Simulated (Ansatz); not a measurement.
# Bi, simple cubic: how the functional moves the structure

All rows: Ansatz, plane waves with scalar-relativistic PAW, 420 eV (500 eV for the SCAN forms), relaxed under each functional, no dispersion correction, no zero-point motion. B₀ comes from uniform scaling at fixed shape; a dash is a value not given.

| functional | V (Å³/atom) | cell | B₀ (GPa) | magnetic state | ΔE to A7 rhombohedral (meV/atom) |
| --- | --- | --- | --- | --- | --- |
| PBE | 35.20 | a = 3.277 Å | 46 | spin not included | 47 |
| r²SCAN | 34.40 | a = 3.252 Å | 51 | spin not included | 73 |
| PBEsol | 33.45 | a = 3.222 Å | 53 | spin not included | 30 |
| LDA | 32.63 | a = 3.196 Å | 57 | spin not included | 27 |
| revPBE | 35.96 | a = 3.301 Å | 43 | spin not included | 59 |
| RPBE | 36.22 | a = 3.309 Å | 42 | spin not included | 65 |
| BLYP | 37.88 | a = 3.358 Å | 38 | spin not included | 100 |

LDA gives the smallest volume and BLYP the largest.
